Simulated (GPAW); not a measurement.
InSe:

```
In Se
1.0
     4.04733    0.00000    0.00000
    -2.02366    3.50509    0.00000
     0.00000    0.00000   18.05206
In Se
4 4
Cartesian
  0.0000 2.3367 1.3971
  0.0000 2.3367 16.6550
  0.0000 0.0000 7.6289
  0.0000 0.0000 10.4231
  0.0000 2.3367 6.3721
  0.0000 2.3367 11.6800
  2.0237 1.1684 2.6537
  2.0237 1.1684 15.3984
```

Measurements of this composition are mostly on another form, of space group No. 160.

Base run:

```yaml
Program: GPAW 26.7.0
Functional: PBE
Potentials_or_basis: GPAW PAW data sets (gpaw-data 1.2.1)
Cutoff: 600 eV
Basis: pw
k_mesh: 5 × 5 × 1
Occupations: fermi-dirac, width 0.05 eV
Spin: no spin polarisation
```

Its results: band gap on the k mesh 0.72 eV, direct; pressure 1.2 GPa; largest force 0.213 eV/Å.

Q: The run is repeated on the same cell with these changes: functional from PBE to PBEsol; potentials or basis from GPAW PAW data sets (gpaw-data 1.2.1) to PAW data sets generated in the run's folder for this functional. What comes out?

A: Band gap on the k mesh 0.63 eV, direct; pressure -0.9 GPa; largest force 0.084 eV/Å.

Caveats: spin-orbit coupling is left out, which moves the levels of the heavy elements; this functional lacks dispersion, which binds the layers, so the pressure and a relaxed spacing across them are unreliable.
